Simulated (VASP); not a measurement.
Wanted: the native input for a VASP 6.6.1 run.

```
Task                   : relaxation of cell and atoms
Functional             : PBE
Potentials or basis    : VASP PAW PBE potentials, release 64 (Ba_sv, Hf_pv, O)
Cutoff                 : 600 eV
k mesh                 : 6 × 6 × 6
Occupations            : gaussian, width 0.02 eV
Spin                   : no spin polarisation
Dipole correction      : no
Further INCAR settings : ALGO = Normal; EDIFF = 1e-06; IBRION = 2; EDIFFG = -0.01; NSW = 100; ISIF = 3
```

The structure of BaHfO3 lies in POSCAR:

```
BaHfO3
1.0
    4.2047566668      0.0000000000      0.0000000000
    0.0000000000      4.2047566668      0.0000000000
    0.0000000000      0.0000000000      4.2047566668
Ba Hf O
1 1 3
Direct
    0.5000000000      0.5000000000      0.5000000000
    0.0000000000      0.0000000000      0.0000000000
    0.0000000000      0.5000000000      0.0000000000
    0.5000000000      0.0000000000      0.0000000000
    0.0000000000      0.0000000000      0.5000000000
```

The cell comes from a database or a generator and needn't be the stable form of this composition.

These files were run (other wordings do the same):

INCAR

```
PREC     = Accurate       # precision mode
ENCUT    = 600            # plane-wave cutoff, eV
EDIFF    = 1E-6           # SCF threshold, eV
ISMEAR   = 0              # smearing method
SIGMA    = 0.02           # smearing width, eV
LREAL    = F              # projectors in reciprocal space
LASPH    = T              # aspherical terms in the spheres
NELM     = 80             # most SCF steps
ALGO     = Normal         # electronic algorithm
ISIF     = 3              # what is computed and relaxed
LWAVE    = F              # write WAVECAR
LCHARG   = F              # write CHGCAR
GGA      = PE             # functional
IBRION   = 2              # ionic algorithm
NSW      = 100            # ionic steps
EDIFFG   = -0.01          # ionic threshold
```

KPOINTS

```
regular mesh
0
Gamma
  6 6 6
```

Potentials or basis: VASP PAW PBE potentials, release 64 (Ba_sv, Hf_pv, O).

Command:

```console
$ cat potpaw_PBE.64/Ba_sv/POTCAR potpaw_PBE.64/Hf_pv/POTCAR potpaw_PBE.64/O/POTCAR > POTCAR
$ mpirun -np 1 vasp_std > vasp.out
```

It gave:

The relaxed volume is 14.82 Å³/atom, the relaxed cell is a = 4.200 Å, b = 4.200 Å, c = 4.200 Å, α = 90.00°, β = 90.00°, γ = 90.00° and the space group after relaxing (to 0.05 Å) is Pm-3m (No. 221). The energy gained by relaxing is 0.1 meV/atom, the ionic steps are 3 and the pressure after relaxing is 0.0 GPa. The band gap on the k mesh is 3.55 eV, indirect (least direct gap 3.78 eV).

Caveat: spin-orbit coupling is left out, which moves the levels of the heavy elements.

Run time: 91 s on 1 thread of Intel(R) Xeon(R) Platinum 8259CL CPU @ 2.50GHz (Skylake/Cascade Lake) (shared host), peak memory 0.24 GiB.
